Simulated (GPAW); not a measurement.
The system is Sb.

```
CELL_PARAMETERS angstrom
-1.87134 1.87134 1.87134
1.87134 -1.87134 1.87134
1.87134 1.87134 -1.87134
ATOMIC_POSITIONS crystal
Sb 0.00000 0.00000 0.00000
```

This isn't the form of Sb at room conditions, which is rhombohedral.

Base run:

* Program: GPAW 26.7.0
* Functional: LDA
* Potentials or basis: the program's PAW data sets (release 1.2.1) made for this functional
* Cutoff: 600 eV
* Basis: pw
* k mesh: 10 × 10 × 10
* Occupations: fermi-dirac, width 0.05 eV
* Spin: no spin polarisation

Its results: pressure -1.6 GPa.

Q: The run is repeated on the same cell with these changes: functional from LDA to PBE; potentials or basis from the program's PAW data sets (release 1.2.1) made for this functional to GPAW PAW data sets (gpaw-data 1.2.1). What comes out?

A: Pressure 2.8 GPa.
